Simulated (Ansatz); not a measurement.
## Equation of state of Cu3Al under r2SCAN

```
Cu Al
1.0
     3.63738    0.00000    0.00000
     0.00000    3.63738    0.00000
     0.00000    0.00000    3.63738
Cu Al
3 1
Direct
  0.00000 0.50000 0.50000
  0.50000 0.00000 0.50000
  0.50000 0.50000 0.00000
  0.00000 0.00000 0.00000
```

The cell comes from a database or a generator and needn't be the stable form of this composition.

The cell was scaled at fixed shape and fractions and run with Ansatz, Ansatz PAW, cutoff 500 eV; r2SCAN, k mesh 7 × 7 × 7 on the cell of 4 atoms, fermi-dirac occupations of 0.05 eV, no spin polarisation, no spin-orbit coupling. The potentials were made for PBE. Energies are those that the program minimises, any entropy of the smearing included. For a metal such a mesh isn't converged to the digits shown.

```tsv
V (Å³/atom)	energy over the lowest row (meV/atom)
11.3092	25.58
11.5498	11.45
11.7905	?
12.0311	0.00
12.2717	1.50
12.5123	7.12
12.7530	16.43
```

Question: Fit the third-order Birch-Murnaghan form, give V0, B0 and B′, and predict the energy left open.

Answer: With y = (V0/V)^(2/3), E = E0 + (9 V0 B0/16) [(y - 1)³ B′ + (y - 1)² (6 - 4y)]. Least squares through the rows shown give V0 = 12.0694 Å³/atom, E0 = -0.06 meV, B0 = 151.5 GPa (1 eV/Å³ = 160.218 GPa) and B′ = 4.72, with a largest miss of 0.01 meV. At V = 11.7905 the form with these constants gives 3.13 meV; the run gave 3.13 meV an atom.
